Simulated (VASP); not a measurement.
# SiC (Moissanite 3C) (F-43m) in VASP: a series of runs, part 2 of 2

VASP 6.6.1. The steps go on from the part before.

## 4. Relaxation of cell and atoms, PBE+TS

Input file INCAR:

```
PREC = Accurate
ENCUT = 600
EDIFF = 1E-6
ISMEAR = -1
SIGMA = 0.05
LREAL = F
LASPH = T
NELM = 100
ALGO = Fast
ISIF = 3
LWAVE = F
LCHARG = F
GGA = PE
IVDW = 2
IBRION = 2
NSW = 40
EDIFFG = -0.02
```

Input file KPOINTS:

```
Automatic mesh
0
Gamma
  10 10 10
```

Input file POSCAR:

```
SiC
1.0
    0.0000000000      2.1790000000      2.1790000000
    2.1790000000      0.0000000000      2.1790000000
    2.1790000000      2.1790000000      0.0000000000
Si C
1 1
Direct
    0.0000000000      0.0000000000      0.0000000000
    0.7500000000      0.7500000000      0.7500000000
```

Potentials or basis: VASP PAW PBE potentials, release 64 (Si, C).

On the command line:

```bash
> cat potpaw_PBE.64/Si/POTCAR potpaw_PBE.64/C/POTCAR > POTCAR
> mpirun -np 1 vasp_std > vasp.out
```

OUTCAR:

```text
PREC = Accurate
   ENCUT = 600
   EDIFF = 1E-6
   ISMEAR = -1
   LREAL = F
   LASPH = T
   NELM = 100
   ISIF = 3
   GGA = PE
   IVDW = 2
   IBRION = 2
   NSW = 40
   EDIFFG = -0.02
  IVDW =   2

 ion  position               nearest neighbor table
   1  0.000  0.000  0.000-   2 1.89   2 1.89   2 1.89   2 1.89
   2  0.750  0.750  0.750-   1 1.89   1 1.89   1 1.89   1 1.89

  LATTYP: Found a face centered cubic cell.
 ALAT       =     4.3580000000

  Lattice vectors:

 A1 = (   0.0000000000,   2.1790000000,   2.1790000000)
 A2 = (   2.1790000000,   0.0000000000,   2.1790000000)
 A3 = (   2.1790000000,   2.1790000000,   0.0000000000)

Analysis of symmetry for initial positions (statically):
=====================================================================
 Subroutine PRICEL returns:
 Original cell was already a primitive cell.

 Routine SETGRP: Setting up the symmetry group for a
 face centered cubic supercell.

 Subroutine GETGRP returns: Found 24 space group operations
 (whereof 24 operations were pure point group operations)
 out of a pool of 48 trial point group operations.

The static configuration has the point symmetry T_d .

Analysis of symmetry for dynamics (positions and initial velocities):
=====================================================================
 Subroutine PRICEL returns:
 Original cell was already a primitive cell.

 Routine SETGRP: Setting up the symmetry group for a
 face centered cubic supercell.

 Subroutine GETGRP returns: Found 24 space group operations
 (whereof 24 operations were pure point group operations)
 out of a pool of 48 trial point group operations.

The dynamic configuration has the point symmetry T_d .

 Subroutine INISYM returns: Found 24 space group operations
 (whereof 24 operations are pure point group operations),
 and found     1 'primitive' translations

----------------------------------------------------------------------------------------

                                     Primitive cell

  volume of cell :      20.6920

  direct lattice vectors                    reciprocal lattice vectors
[... 122 lines left out ...]
  volume of cell :       20.69
 maximum number of plane-waves:       701
 NGX is ok and might be reduce to    28
   NGX = 13   NGY = 13   NGZ = 13

 number of electron       8.0000000 magnetization

 Free energy of the ion-electron system (eV)
  ---------------------------------------------------
  ext. energy  EPLUGINS =         0.00000000
  ---------------------------------------------------
  free energy    TOTEN  =       -15.05912000 eV

  energy without entropy =      -15.05911998  energy(sigma->0) =      -15.05911999

 E-fermi :   8.8040     XC(G=0): -11.3561

 val. band max:        8.1057913159   @ k =   0.0000   0.0000   0.0000
 cond. band min:       9.4637014294   @ k =   0.5000   0.5000   0.0000
 fundamental gap:      1.3579101135
 Fermi energy:         8.8040371161

 k-point     1 :       0.0000    0.0000    0.0000
  band No.  band energies     occupation
      1      -7.2970      2.00000
      2       8.1058      2.00000
      3       8.1058      2.00000
      4       8.1058      2.00000
      5      14.3395      0.00000
      6      15.4145      0.00000
      7      15.4145      0.00000
      8      15.4145      0.00000
[... 243 lines left out ...]
 k-point    24 :       0.4000    0.3000    0.0000
  band No.  band energies     occupation
      1      -4.1561      2.00000
      2       2.5262      2.00000
      3       4.9551      2.00000
      4       5.4816      2.00000
      5      10.9766      0.00000
      6      13.7315      0.00000
      7      19.7483      0.00000
      8      20.0387      0.00000

 [... further k-points ...]

------------------------ aborting loop because EDIFF is reached ----------------------------------------

  Hirshfeld charges:
            ion         q(e)
   ------------------------------
      1     Si       0.29737327
      2     C       -0.29737327

  Tkatchenko/Scheffler method for vdW energy calculation

  Number of pair interactions contributing to vdW energy:   75856

  Edisp (eV):   -0.50950

  FORCE on cell =-STRESS in cart. coord.  units (eV):
  Direction    XX          YY          ZZ          XY          YZ          ZX
  --------------------------------------------------------------------------------------
  -------------------------------------------------------------------------------------
  Total       0.01153     0.01153     0.01153     0.00000     0.00000     0.00000
  in kB       0.89260     0.89260     0.89260     0.00000     0.00000     0.00000
  external pressure =        0.89 kB  Pullay stress =        0.00 kB

 VOLUME and BASIS-vectors are now :
 -----------------------------------------------------------------------------
  energy-cutoff  :      600.00
  volume of cell :       20.69
      direct lattice vectors                 reciprocal lattice vectors
     0.000000000  2.179000000  2.179000000    -0.229463056  0.229463056  0.229463056
     2.179000000  0.000000000  2.179000000     0.229463056 -0.229463056  0.229463056
     2.179000000  2.179000000  0.000000000     0.229463056  0.229463056 -0.229463056

 POSITION                                       TOTAL-FORCE (eV/Angst)
 -----------------------------------------------------------------------------------
      0.00000      0.00000      0.00000        -0.000000     -0.000000     -0.000000
      3.26850      3.26850      3.26850         0.000000      0.000000      0.000000
 -----------------------------------------------------------------------------------
    total drift:                                0.000000      0.000000      0.000000

  FREE ENERGIE OF THE ION-ELECTRON SYSTEM (eV)
  ---------------------------------------------------
  free  energy   TOTEN  =       -15.5686206464 eV

  energy  without entropy=      -15.5686206295  energy(sigma->0) =      -15.56862064

 reached required accuracy - stopping structural energy minimisation
```

OSZICAR:

```text
N       E                     dE             d eps       ncg     rms          rms(c)
DAV:   1     0.671175182849E+01    0.67118E+01   -0.44030E+03   768   0.950E+02
DAV:   2    -0.164937845271E+02   -0.23206E+02   -0.22187E+02  1072   0.115E+02
DAV:   3    -0.169119879030E+02   -0.41820E+00   -0.41820E+00   880   0.191E+01
DAV:   4    -0.169133592226E+02   -0.13713E-02   -0.13713E-02  1128   0.117E+00
DAV:   5    -0.169133598312E+02   -0.60859E-06   -0.60859E-06   928   0.219E-02    0.880E+00
RMM:   6    -0.150986383834E+02    0.18147E+01   -0.28312E+00   752   0.115E+01    0.371E+00
RMM:   7    -0.150722709532E+02    0.26367E-01   -0.67247E-01   752   0.637E+00    0.187E+00
RMM:   8    -0.150713850213E+02    0.88593E-03   -0.97869E-02   752   0.272E+00    0.603E-01
RMM:   9    -0.150590202309E+02    0.12365E-01   -0.13798E-02   752   0.922E-01    0.147E-01
RMM:  10    -0.150592917127E+02   -0.27148E-03   -0.57796E-03   752   0.579E-01    0.966E-02
RMM:  11    -0.150591402515E+02    0.15146E-03   -0.89640E-04   752   0.253E-01    0.219E-02
RMM:  12    -0.150591185731E+02    0.21678E-04   -0.49212E-05   752   0.736E-02    0.916E-03
RMM:  13    -0.150591208520E+02   -0.22789E-05   -0.16710E-05   750   0.350E-02    0.810E-03
RMM:  14    -0.150591200008E+02    0.85119E-06   -0.61978E-06   746   0.187E-02
   1 F= -.15568621E+02 E0= -.15568621E+02  d E =-.155686E+02
```

CONTCAR:

```text
SiC
   1.00000000000000
     0.0000000000000000    2.1789999999999998    2.1789999999999998
     2.1789999999999998    0.0000000000000000    2.1789999999999998
     2.1789999999999998    2.1789999999999998    0.0000000000000000
  Si              C
     1     1
Direct
     0.0000000000000000    0.0000000000000000    0.0000000000000000
     0.7500000000000000    0.7500000000000000    0.7500000000000000

  0.00000000E+00  0.00000000E+00  0.00000000E+00
  0.00000000E+00  0.00000000E+00  0.00000000E+00
```

It took 15 s on 1 thread of Intel Xeon Platinum 8375C at 2.90GHz (Ice Lake), shared host; peak memory 0.15 GiB.

What came out:

```
Free energy                : -15.5686 eV
Pressure after relaxing    : 0.1 GPa
Band gap on the k mesh     : 1.36 eV, indirect (least direct gap 4.54 eV)
Hirshfeld charges          : Si +0.30; C -0.30 e
Dispersion energy per atom : -0.255 eV
```

Final structure:
```
Si C
1.0
     0.00000    2.17900    2.17900
     2.17900    0.00000    2.17900
     2.17900    2.17900    0.00000
Si C
1 1
Direct
  0.00000 0.00000 0.00000
  0.75000 0.75000 0.75000
```

Caveat: the relaxation stopped at its first step, so nothing moved. Expect the measured gap to be larger: semilocal functionals such as PBE lack the derivative discontinuity.

## 5. Relaxation of cell and atoms, PBE+MBD

Input file INCAR:

```
SYSTEM = SiC
ALGO     = Normal         ! electronic algorithm
EDIFF    = 1E-6           ! SCF threshold, eV
EDIFFG   = -0.005         ! ionic threshold
ENCUT    = 600            ! plane-wave cutoff, eV
GGA      = PE             ! functional
IBRION   = 2              ! ionic algorithm
ISIF     = 3              ! what is computed and relaxed
ISMEAR   = -1             ! smearing method
IVDW     = 202            ! dispersion correction
LASPH    = .True.         ! aspherical terms in the spheres
LCHARG   = .False.        ! write CHGCAR
LREAL    = .False.        ! projectors in reciprocal space
LWAVE    = .False.        ! write WAVECAR
NELM     = 100            ! most SCF steps
NSW      = 60             ! ionic steps
PREC     = Accurate       ! precision mode
SIGMA    = 0.05           ! smearing width, eV
```

Input file KPOINTS:

```
k-points
0
Gamma
  10 10 10
  0 0 0
```

POSCAR is that of step 4.

On the command line:

```bash
> cat potpaw_PBE.64/Si/POTCAR potpaw_PBE.64/C/POTCAR > POTCAR
> mpirun -np 1 vasp_std > vasp.out
```

Run time: 68 s. Hardware: 1 thread of Intel Xeon Platinum 8375C at 2.90GHz (Ice Lake), shared host; peak memory 0.15 GiB.

Results (log left out):

| Property | Result |
| --- | --- |
| Free energy | -15.6111 eV |
| Relaxed volume | 10.31 Å³/atom |
| Relaxed cell | a = 3.078 Å, b = 3.078 Å, c = 3.078 Å, α = 60.00°, β = 60.00°, γ = 60.00° |
| Space group after relaxing (to 0.05 Å) | F-43m (No. 216) |
| Energy gained by relaxing | 0.1 meV/atom |
| Ionic steps | 4 |
| Pressure after relaxing | 0.0 GPa |
| Band gap on the k mesh | 1.35 eV, indirect (least direct gap 4.55 eV) |
| Hirshfeld charges | Si +0.30; C -0.30 e |
| Dispersion energy per atom | -0.277 eV |

The path:
```
step  energy change (eV)  largest force (eV/Å)  pressure (GPa)  volume (Å³)
   1              0.0000                0.0000           -0.75        20.69
   2              0.0001                0.0000            0.79        20.55
   3             -0.0002                0.0000           -0.12        20.63
   4             -0.0002                0.0000           -0.01        20.62
```

Final structure:
```cif
data_structure
_symmetry_space_group_name_H-M 'P 1'
_symmetry_Int_Tables_number 1
_cell_length_a 3.0780
_cell_length_b 3.0780
_cell_length_c 3.0780
_cell_angle_alpha 60.000
_cell_angle_beta 60.000
_cell_angle_gamma 60.000
_cell_volume 20.62
loop_
_atom_site_label
_atom_site_type_symbol
_atom_site_fract_x
_atom_site_fract_y
_atom_site_fract_z
_atom_site_occupancy
Si1 Si 0.00000 0.00000 0.00000 1
C1 C 0.75000 0.75000 0.75000 1
```

Levels at points of the mesh, in eV from the valence-band top:
```csv
k point,band 1,band 2,band 3,band 4,band 5,band 6,band 7,band 8
"(0.00, 0.00, 0.00)",-15.43,0.00,0.00,0.00,6.27,7.33,7.33,7.33
"(0.50, 0.00, 0.00)",-11.85,-8.55,-1.05,-1.05,5.47,7.24,7.24,10.07
"(0.50, 0.50, 0.00)",-10.40,-7.81,-3.19,-3.19,1.35,4.34,14.08,14.08
```

## 6. Relaxation of cell and atoms, PBEsol+D3

Input file INCAR:

```
ALGO = Normal
EDIFF = 1E-6
EDIFFG = -0.02
ENCUT = 600
GGA = PS
IBRION = 2
ISIF = 3
ISMEAR = -1
IVDW = 11
LASPH = True
LCHARG = False
LREAL = False
LWAVE = False
NELM = 60
NSW = 40
PREC = Accurate
SIGMA = 0.05
```

Input file KPOINTS:

```
k-points
0
Gamma
  10 10 10
```

POSCAR is that of step 5.

Potentials or basis: VASP PAW PBE potentials, release 64 (Si, C).

On the command line:

```bash
> cat potpaw_PBE.64/Si/POTCAR potpaw_PBE.64/C/POTCAR > POTCAR
> mpirun -np 1 vasp_std > vasp.out
```

It took 17 s on 1 thread of Intel Xeon Platinum 8375C at 2.90GHz (Ice Lake), shared host; peak memory 0.16 GiB.

Results (log left out):

| Property | Result |
| --- | --- |
| Free energy | -16.1470 eV |
| Relaxed volume | 10.28 Å³/atom |
| Relaxed cell | a = 3.075 Å, b = 3.075 Å, c = 3.075 Å, α = 60.00°, β = 60.00°, γ = 60.00° |
| Space group after relaxing (to 0.05 Å) | F-43m (No. 216) |
| Energy gained by relaxing | 0.3 meV/atom |
| Ionic steps | 3 |
| Pressure after relaxing | 0.0 GPa |
| Band gap on the k mesh | 1.23 eV, indirect (least direct gap 4.45 eV) |
| Dispersion energy per atom | -0.116 eV |

Step by step:
```csv
step,energy change (eV),largest force (eV/Å),pressure (GPa),volume (Å³)
1,0.0000,0.0000,-1.47,20.69
2,0.0001,0.0000,1.61,20.41
3,-0.0006,0.0000,0.01,20.55
```

Final structure:
```
CELL_PARAMETERS angstrom
0.00000 2.17415 2.17415
2.17415 0.00000 2.17415
2.17415 2.17415 0.00000
ATOMIC_POSITIONS crystal
Si 0.00000 0.00000 0.00000
C 0.75000 0.75000 0.75000
```

Levels at points of the mesh, in eV from the valence-band top:
| k point | band 1 | band 2 | band 3 | band 4 | band 5 | band 6 | band 7 | band 8 |
| --- | --- | --- | --- | --- | --- | --- | --- | --- |
| (0.00, 0.00, 0.00) | -15.48 | 0.00 | 0.00 | 0.00 | 6.26 | 7.29 | 7.29 | 7.29 |
| (0.50, 0.00, 0.00) | -11.85 | -8.64 | -1.06 | -1.06 | 5.43 | 7.17 | 7.17 | 9.95 |
| (0.50, 0.50, 0.00) | -10.38 | -7.85 | -3.22 | -3.22 | 1.23 | 4.22 | 14.03 | 14.03 |

Caveat: the PAW data sets were made with another functional, which shifts forces and pressure a little. A k mesh can miss the band edges.

## 7. Overview

| level | gap on the mesh (eV) | pressure (GPa) | relaxed volume (Å³/atom) |
| --- | --- | --- | --- |
| PBE+D4 | 1.35 | 0.1 | 10.29 |
| PBE+rVV10 | 1.33 | 0.0 | 10.45 |
| PBE+TS | 1.36 | 0.1 | - |
| PBE+MBD | 1.35 | 0.0 | 10.31 |
| PBEsol+D3 | 1.23 | 0.0 | 10.28 |

Alike in all rows: task relaxation of cell and atoms; potentials or basis VASP PAW PBE potentials, release 64 (Si, C); no spin polarisation; cell relaxed; k mesh 10 × 10 × 10; cutoff (eV) 600; smearing fermi-dirac 0.05 eV.

Caveats: the relaxation stopped at its first step, so nothing moved (some runs); the PAW data sets were made with another functional, which shifts forces and pressure a little (some runs).

Total energies depend on the potentials used, so only differences within one code and one set of settings carry meaning.
